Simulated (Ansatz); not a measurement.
**Clamped-ion strain scan in TaN**

Method: Ansatz 0.2.0, DFT PBE, scalar-relativistic, plane waves, PAW. Cutoff 420 eV, Γ-centred 18×18×18 k-points, Gaussian smearing of 0.15 eV. Spin–orbit coupling is left out, which can shift energies with elements as heavy as these. No spin polarisation. Energies are free energies at this smearing, counted from the undisturbed cell; pressure is positive in compression.

Reference structure (as given, not relaxed at this level; it stands at 14.6 GPa; this rock-salt form isn't the usual structure):

```
Ta N
1.0
     0.00000    2.17900    2.17900
     2.17900    0.00000    2.17900
     2.17900    2.17900    0.00000
Ta N
1 1
Direct
  0.50000 0.50000 0.50000
  0.00000 0.00000 0.00000
```

The cell is strained by ε times the Voigt pattern (1, 0, 0, 0, 0, 0) (xx, yy, zz, yz, xz, xy; engineering shear) with fractional coordinates fixed. The cell is metallic on the mesh throughout. At 15 GPa the given cell is far from its own equilibrium, so these figures belong to a strongly strained crystal.

| ε | ΔE (meV/atom) |
| --- | --- |
| -0.0400 | 89.5 |
| -0.0300 | 56.1 |
| -0.0200 | 30.7 |
| -0.0100 | 12.3 |
| 0.0000 | 0.0 |
| 0.0100 | -6.7 |
| 0.0200 | -8.6 |
| 0.0300 | -6.2 |
| 0.0350 | -3.7 |
| 0.0400 | -0.4 |

Question: Predict the stress summed along the pattern (GPa, tension positive) at each point.

Answer:
| ε | stress summed along the pattern (GPa, tension positive) |
| --- | --- |
| -0.0400 | -58.21 |
| -0.0300 | -45.26 |
| -0.0200 | -33.74 |
| -0.0100 | -23.59 |
| 0.0000 | -14.56 |
| 0.0100 | -6.49 |
| 0.0200 | 0.62 |
| 0.0300 | 6.54 |
| 0.0350 | 9.00 |
| 0.0400 | 11.16 |